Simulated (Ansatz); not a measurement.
# Al2Au under changes of volume

One of the cells (18.000 Å³/atom); the others are scaled copies at fixed shape and fractional positions:

```
CELL_PARAMETERS angstrom
0.00000 3.00000 3.00000
3.00000 0.00000 3.00000
3.00000 3.00000 0.00000
ATOMIC_POSITIONS crystal
Au 0.00000 0.00000 0.00000
Al 0.75000 0.75000 0.75000
Al 0.25000 0.25000 0.25000
```

```yaml
Program: Ansatz 0.2.0
Functional: LDA
Potentials_or_basis: all-electron LAPW, scalar-relativistic
Cutoff: 228 eV (chosen from the basis error)
Basis_error_allowed: 0.002 eV/atom
k_mesh: 8 × 8 × 8
Occupations: fermi-dirac, width 0.05 eV
Spin: no spin polarisation
```

```tsv
volume (Å³/atom)	energy over the lowest point (meV/atom)	pressure (GPa)
16.920	?	?
17.280	1.90	2.2
17.640	0.00	-0.3
18.000	3.53	-2.6
18.360	11.86	-4.6
18.720	24.41	-6.4
19.080	40.68	-8.0
```

Task: What does the run at 16.920 Å³/atom give?

Result: Energy over the lowest point 9.95 meV/atom; pressure 5.1 GPa.

Worked out: A Birch-Murnaghan fit of order 3 (a polynomial in V^(-2/3)) to the other rows has its minimum at 17.58 Å³/atom with B0 = V·E''(V) = 121 GPa and B' = 5.1. It gives 9.97 meV/atom at 16.920 Å³/atom, against the run's 9.95, and -dE/dV = 5.1 GPa, against 5.1.

Energies are extrapolated to zero smearing.

The runs don't all hold the same shells in valence.
